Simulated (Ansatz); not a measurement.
W in Ansatz: the effect of target pressure

Crystal: W.

```
W
1.0
    -1.58234    1.58234    1.58234
     1.58234   -1.58234    1.58234
     1.58234    1.58234   -1.58234
W
1
Direct
  0.00000 0.00000 0.00000
```

Alike in all runs:

* Program: Ansatz 0.2.0
* Task: relaxation of cell and atoms
* Functional: PBE
* Potentials or basis: Ansatz PAW
* Cutoff: 420 eV (not typed: the program's choice for these potentials)
* k mesh: 12 × 12 × 12
* Occupations: fermi-dirac, width 0.05 eV
* Spin: no spin polarisation

Each run relaxes the cell or the atoms first.

| target pressure | relaxed volume (Å³/atom) |
| --- | --- |
| 0 GPa | 16.15 |
| 2 GPa | 16.04 |
| 5 GPa | 15.89 |
| 10 GPa | 15.65 |
| 20 GPa | ? |
| 30 GPa | 14.83 |

Q: What does the run with target pressure 20 GPa give?

A: Relaxed volume 15.22 Å³/atom.

Worked out: In Murnaghan's law V^(-B') rises as a straight line in P. The other rows fit best with B' = 3.5, V0 = 16.15 Å³/atom and B0 = 303 GPa, which gives 15.22 Å³/atom at 20 GPa, against the run's 15.22.

Caveats: the plane-wave basis is chosen anew once the cell has moved, so the energies of steps on either side of that aren't comparable.
